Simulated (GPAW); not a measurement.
# Cr (Im-3m) in GPAW: further runs

The runs below take Cr through equation of state, with r2SCAN, LDA, MS2.

All numbers are computed with GPAW 26.7.0; they aren't measurements. Logs are shortened: lines on timing, memory, paths and dates and some standing lists are left out, and cuts for length are marked. The log counts tension as positive stress, the text compression.

### 1 The crystal as given

It takes space group Im-3m (No. 229, cubic). Conventional cell: a = 2.969 Å, b = 2.969 Å, c = 2.969 Å, α = 90.00°, β = 90.00°, γ = 90.00°. Around Cr (site symmetry m-3m) lie 8 Cr at 2.57 Å.

### 2 Equation of state, r2SCAN, collinear spin, ferromagnetic start

run.py

```python
from ase.eos import EquationOfState
from ase.io import Trajectory, read
from ase.units import GPa
from gpaw import GPAW, PW

atoms = read('Cr.xyz')
atoms.set_initial_magnetic_moments([3.0])

traj = Trajectory('eos.traj', 'w')
volumes, energies = [], []
for x in [0.94, 0.96, 0.98, 1.0, 1.02, 1.04, 1.06]:
    a = atoms.copy()
    a.set_cell(atoms.cell * x**(1 / 3), scale_atoms=True)
    calc = GPAW(mode=PW(600),
                xc='MGGA_X_R2SCAN+MGGA_C_R2SCAN',
                kpts={'size': (10, 10, 10), 'gamma': True},
                occupations={'name': 'fermi-dirac', 'width': 0.05},
                nbands=11,
                convergence={'density': 1e-05, 'energy': 1e-05},
                maxiter=150,
                txt=f'eos-{x:.2f}.txt')
    a.calc = calc
    energies.append(a.get_potential_energy(force_consistent=True))
    volumes.append(a.get_volume())
    p = -a.get_stress()[:3].mean() / GPa
    calc.write(f'eos-{x:.2f}.gpw')
    traj.write(a)
    print(f'{x:.2f} {volumes[-1]:10.4f} A^3 {energies[-1]:14.6f} eV {p:9.3f} GPa', flush=True)

v0, e0, B = EquationOfState(volumes, energies, eos='birchmurnaghan').fit()
print(f'V0 = {v0:.4f} A^3, E0 = {e0:.6f} eV, B0 = {B / GPa:.2f} GPa')
```

Cr.xyz

```xyz
1
Lattice="-1.4844496776 1.4844496776 1.4844496776 1.4844496776 -1.4844496776 1.4844496776 1.4844496776 1.4844496776 -1.4844496776" Properties=species:S:1:pos:R:3 pbc="T T T"
Cr     0.0000000000      0.0000000000      0.0000000000
```

Potentials or basis: GPAW PAW data sets (gpaw-data 1.2.1), pw.

Started as:

```
$ OMP_NUM_THREADS=1 python run.py
```

Log:

```text
__  _  _
 | _ |_)|_||  |
 |__||  | ||/\| - 26.7.0

Input parameters:
  mode=PW(ecut=600.0),
  convergence={'density': 1e-05, 'energy': 1e-05},
  kpts=MonkhorstPack(size=(10, 10, 10), gamma=True),
  maxiter=150,
  nbands=11,
  occupations=Occupations(name='fermi-dirac', width=0.05),
  xc=XC(name='MGGA_X_R2SCAN+MGGA_C_R2SCAN')

Diagonalizing LCAO Hamiltonian
Converting LCAO to pw mode

       Cr

Atoms  # Å, Bohr magnetons
|   | symbol |        x |        y |        z |    initial magnetic moments |
|---|--------|----------|----------|----------|-----------------------------|
| 0 |     Cr | 0.000000 | 0.000000 | 0.000000 | ( 0.0000,  0.0000,  3.0000) |

Unit cell  # Å
| periodic |         x |         y |         z |  lengths |     angles |
|----------|-----------|-----------|-----------|----------|------------|
|      yes | -1.464387 |  1.464387 |  1.464387 | 2.536393 | 109.471221 |
|      yes |  1.464387 | -1.464387 |  1.464387 | 2.536393 | 109.471221 |
|      yes |  1.464387 |  1.464387 | -1.464387 | 2.536393 | 109.471221 |

Number of symmetries: 48
Symmetry operations  # r_c * U_cc + t_c -> r_c
|    | kind |            matrix            |
|----|------|------------------------------|
|  0 |  σ   |  1, 1, 1,  0, 0,-1,  0,-1, 0 |
|  1 |  C4  |  1, 1, 1,  0, 0,-1, -1, 0, 0 |
|  2 |  C2  |  1, 1, 1,  0,-1, 0,  0, 0,-1 |
|  3 |  S6  |  1, 1, 1,  0,-1, 0, -1, 0, 0 |
|  4 |  S6  |  1, 1, 1, -1, 0, 0,  0, 0,-1 |
|  5 |  C4  |  1, 1, 1, -1, 0, 0,  0,-1, 0 |
|  6 |  E   |  1, 0, 0,  0, 1, 0,  0, 0, 1 |
|  7 |  σ   |  1, 0, 0,  0, 1, 0, -1,-1,-1 |
|  8 |  σ   |  1, 0, 0,  0, 0, 1,  0, 1, 0 |
|  9 |  C3  |  1, 0, 0,  0, 0, 1, -1,-1,-1 |
| 10 |  C3  |  1, 0, 0, -1,-1,-1,  0, 1, 0 |
| 11 |  σ   |  1, 0, 0, -1,-1,-1,  0, 0, 1 |
| 12 |  σ   |  0, 1, 0,  1, 0, 0,  0, 0, 1 |
| 13 |  C2  |  0, 1, 0,  1, 0, 0, -1,-1,-1 |
| 14 |  C3  |  0, 1, 0,  0, 0, 1,  1, 0, 0 |
| 15 |  S4  |  0, 1, 0,  0, 0, 1, -1,-1,-1 |
| 16 |  S4  |  0, 1, 0, -1,-1,-1,  1, 0, 0 |
| 17 |  C3  |  0, 1, 0, -1,-1,-1,  0, 0, 1 |
| 18 |  C3  |  0, 0, 1,  1, 0, 0,  0, 1, 0 |
| 19 |  S4  |  0, 0, 1,  1, 0, 0, -1,-1,-1 |
| 20 |  σ   |  0, 0, 1,  0, 1, 0,  1, 0, 0 |
| 21 |  C3  |  0, 0, 1,  0, 1, 0, -1,-1,-1 |
| 22 |  C2  |  0, 0, 1, -1,-1,-1,  1, 0, 0 |
| 23 |  S4  |  0, 0, 1, -1,-1,-1,  0, 1, 0 |
| 24 |  C4  |  0, 0,-1,  1, 1, 1,  0,-1, 0 |
| 25 |  σ   |  0, 0,-1,  1, 1, 1, -1, 0, 0 |
| 26 |  S6  |  0, 0,-1,  0,-1, 0,  1, 1, 1 |
| 27 |  C2  |  0, 0,-1,  0,-1, 0, -1, 0, 0 |
| 28 |  C4  |  0, 0,-1, -1, 0, 0,  1, 1, 1 |
| 29 |  S6  |  0, 0,-1, -1, 0, 0,  0,-1, 0 |
| 30 |  S6  |  0,-1, 0,  1, 1, 1,  0, 0,-1 |
| 31 |  C4  |  0,-1, 0,  1, 1, 1, -1, 0, 0 |
| 32 |  C4  |  0,-1, 0,  0, 0,-1,  1, 1, 1 |
| 33 |  S6  |  0,-1, 0,  0, 0,-1, -1, 0, 0 |
| 34 |  σ   |  0,-1, 0, -1, 0, 0,  1, 1, 1 |
| 35 |  C2  |  0,-1, 0, -1, 0, 0,  0, 0,-1 |
| 36 |  C2  | -1, 0, 0,  1, 1, 1,  0, 0,-1 |
| 37 |  S6  | -1, 0, 0,  1, 1, 1,  0,-1, 0 |
| 38 |  S6  | -1, 0, 0,  0, 0,-1,  1, 1, 1 |
| 39 |  C2  | -1, 0, 0,  0, 0,-1,  0,-1, 0 |
| 40 |  C2  | -1, 0, 0,  0,-1, 0,  1, 1, 1 |
[... 75 lines left out ...]
    |    p |        |      26.223 |    1.217 |
    |    d |        |      24.299 |    1.111 |

    Using partial waves for Cr as LCAO basis

Reference energy: -28582.377450  # eV

eigensolver:
  PPCG
  Converge bands: occupied
  niter=2

density mixing:
  MSR1-Mixer
  Pratt-step length: 0.05
  Maximum mixing coefficient: 0.75
  Old densities: 10
  SVD Regularization: 0.005
  Good broyden scale: 1.0
  Trust region scale: 1.0
  Backstep threshold: 4.0
  History deletion threshold: 6.0
  Fourier metric: weight=20.0, sigma=0.015

occupation numbers:
  Fermi-Dirac:
    width: 0.0500  # eV

poisson solver:
  ecut: 4800.0  # eV

xc functional:
  name: MGGA_X_R2SCAN+MGGA_C_R2SCAN with 2 nearest neighbor stencil

convergence criteria:
- Maximum integral of absolute [dens]ity change: 1e-05 electrons / valence electron
- Maximum [total energy] change in last 3 cyles: 1e-05 eV / valence electron
- Maximum integral of absolute [eigenst]ate change: 4e-08 eV^2 / valence electron
maximum number of iterations: 150

SCF iterations
|iter     | |      energy | eigst |  dens |  magmom |
|---------|-|-------------|-------|-------|---------|
|iter:   1| |  -12.226415 | +0.02 |       |  +2.9978|
|iter:   2| |  -12.735164 | -1.05 | -0.65 |  +2.9474|
|iter:   3| |  -13.473891 | -0.90 | -0.65 |  +2.0056|
|iter:   4| |    6.967895 | +0.79 | -0.69 |  -3.5796|
|iter:   5| |  -14.673777 | +0.00 | -0.11 |  -2.1469|
|iter:   6| |  -14.049224 | -0.67 | -0.25 |  -0.5977|
|iter:   7| |  -13.967461 | -1.22 | -0.73 |  -0.0312|
|iter:   8| |  -13.978423 | -2.96 | -1.77 |  +0.0202|
|iter:   9| |  -13.982756 | -2.83 | -1.86 |  -0.0007|
|iter:  10| |  -13.982360 | -3.57 | -2.07 |  +0.0591|
|iter:  11| |  -13.982627 | -4.05 | -2.27 |  +0.0031|
|iter:  12| |  -13.982835 | -4.54 | -2.50 |  +0.0236|
|iter:  13| |  -13.982895 | -4.89 | -2.82 |  +0.0075|
|iter:  14| |  -13.982906 | -5.74 | -3.35 |  +0.0035|
|iter:  15| |  -13.982907c| -5.38 | -3.51 |  -0.0019|
|iter:  16| |  -13.982910c| -6.72 | -3.96 |  -0.0003|
|iter:  17| |  -13.982910c| -7.96c| -4.32 |  -0.0002|
|iter:  18| |  -13.982910c| -7.58c| -4.80 |  +0.0000|
|iter:  19| |  -13.982910c| -8.28c| -5.54c|  -0.0000|

Converged in 19 steps
Energy contributions relative to reference atoms: (reference = -28582.377450)

Energy contributions:
  Kinetic:         -24.826072
  Coulomb:          17.297545
  Zero:              0.179014
  External:          0.000000
  Xc:               -6.629767
  Entropy:          -0.007260
  Spinorbit:         0.000000
  ----------------------------
  Free energy:     -13.986540
  Extrapolated:    -13.982910

dipole moment: (-3.627372, -3.627372, -3.627372)  # |e|*Ang

Total magnetic moment: (0.000000, 0.000000, -0.000001)

Local magnetic moments
|        x |        y |         z |
|----------|----------|-----------|
| 0.000000 | 0.000000 | -0.000002 |  # Cr   0

Fermi level: 9.990
Eigenvalues  # (at kpt = [0.000, 0.000, 0.000])
| band index |      eig [eV] | occ [0-1] |      eig [eV] | occ [0-1] |
|------------|---------------|-----------|---------------|-----------|
|          0 |         2.038 |     1.000 |         2.038 |     1.000 |
|          1 |         9.083 |     1.000 |         9.082 |     1.000 |
|          2 |         9.083 |     1.000 |         9.082 |     1.000 |
|          3 |         9.083 |     1.000 |         9.082 |     1.000 |
|          4 |        11.201 |     0.000 |        11.201 |     0.000 |
|          5 |        11.201 |     0.000 |        11.201 |     0.000 |
|          6 |        19.501 |     0.000 |        19.501 |     0.000 |
|          7 |        19.501 |     0.000 |        19.501 |     0.000 |
|          8 |        19.501 |     0.000 |        19.501 |     0.000 |
|          9 |        27.570 |     0.000 |        27.570 |     0.000 |
|         10 |        33.302 |     0.000 |        33.302 |     0.000 |

No gap
No difference between direct/indirect transitions

Stress tensor  # eV/Ang^3
|        x |         y |         z |
|----------|-----------|-----------|
| 0.145206 |  0.000000 |  0.000000 |
| 0.000000 |  0.145206 | -0.000000 |
| 0.000000 | -0.000000 |  0.145206 |

# Writing to eos-0.96.gpw (mode='')
```

Run time: 9.2 min. Hardware: 1 thread of Intel Xeon Platinum 8488C (Sapphire Rapids), shared host; peak memory 0.54 GiB.

Results:

```
Equilibrium volume : 11.31 Å³/atom (rough: see the caveat)
Bulk modulus       : 266 GPa (rough)
```

Energy against volume, from the lowest point:
| volume (Å³/atom) | energy (meV/atom) |
| --- | --- |
| 12.299 | 0.00 |
| 12.561 | 33.72 |
| 12.823 | 73.22 |
| 13.084 | 117.73 |
| 13.346 | 166.87 |
| 13.608 | 220.09 |
| 13.870 | 276.76 |

Caveat: the minimum lies outside the volumes run; the PAW data sets were made with another functional, which shifts forces and pressure a little.

### 3 Equation of state, LDA, collinear spin, ferromagnetic start

run.py: that of step 2 with these lines changed.

```diff
@@ -3,5 +3,7 @@
 from ase.units import GPa
-from gpaw import GPAW, PW
+from gpaw import GPAW, PW, setup_paths
 
-atoms = read('Cr.xyz')
+setup_paths.insert(0, '.')
+
+atoms = read('POSCAR')
 atoms.set_initial_magnetic_moments([3.0])
@@ -14,3 +16,3 @@
     calc = GPAW(mode=PW(600),
-                xc='MGGA_X_R2SCAN+MGGA_C_R2SCAN',
+                xc='LDA',
                 kpts={'size': (10, 10, 10), 'gamma': True},
```

POSCAR

```
Cr
1.0
   -1.4844496776      1.4844496776      1.4844496776
    1.4844496776     -1.4844496776      1.4844496776
    1.4844496776      1.4844496776     -1.4844496776
Cr
1
Direct
    0.0000000000      0.0000000000      0.0000000000
```

Potentials or basis: PAW data sets generated in the run's folder for this functional, pw.

Started as:

```
$ gpaw-setup -f LDA Cr
$ OMP_NUM_THREADS=1 python run.py
```

It took 61 s on 1 thread of Intel Xeon Platinum 8488C (Sapphire Rapids), shared host; peak memory 0.2 GiB.

The run converged. Its results:

```yaml
Equilibrium_volume: outside the volumes run
```

Energy against volume, from the lowest point:
| volume (Å³/atom) | energy (meV/atom) |
| --- | --- |
| 12.299 | 0.00 |
| 12.561 | 51.33 |
| 12.823 | 107.64 |
| 13.084 | 168.22 |
| 13.346 | 232.60 |
| 13.608 | 300.28 |
| 13.870 | 370.68 |

### 4 Equation of state, MS2, collinear spin, ferromagnetic start

run.py: that of step 3 with these lines changed.

```diff
@@ -3,5 +3,3 @@
 from ase.units import GPa
-from gpaw import GPAW, PW, setup_paths
-
-setup_paths.insert(0, '.')
+from gpaw import GPAW, PW
 
@@ -16,3 +14,3 @@
     calc = GPAW(mode=PW(600),
-                xc='LDA',
+                xc='MGGA_X_MS2+GGA_C_REGTPSS',
                 kpts={'size': (10, 10, 10), 'gamma': True},
```

POSCAR is that of step 3.

Potentials or basis: GPAW PAW data sets (gpaw-data 1.2.1), pw.

Started as:

```
$ OMP_NUM_THREADS=1 python run.py
```

Run time: 4 min. Hardware: 1 thread of Intel Xeon Platinum 8488C (Sapphire Rapids), shared host; peak memory 0.55 GiB.

Results (log left out):

```yaml
Equilibrium_volume: "11.25 Å³/atom (rough: see the caveat)"
Bulk_modulus: 286 GPa (rough)
```

Energy against volume, from the lowest point:
| volume (Å³/atom) | energy (meV/atom) |
| --- | --- |
| 12.299 | 0.00 |
| 12.561 | 36.90 |
| 12.823 | 79.48 |
| 13.084 | 126.97 |
| 13.346 | 178.88 |
| 13.608 | 234.62 |
| 13.870 | 293.58 |

Caveat: the minimum lies outside the volumes run; the PAW data sets were made with another functional, which shifts forces and pressure a little.
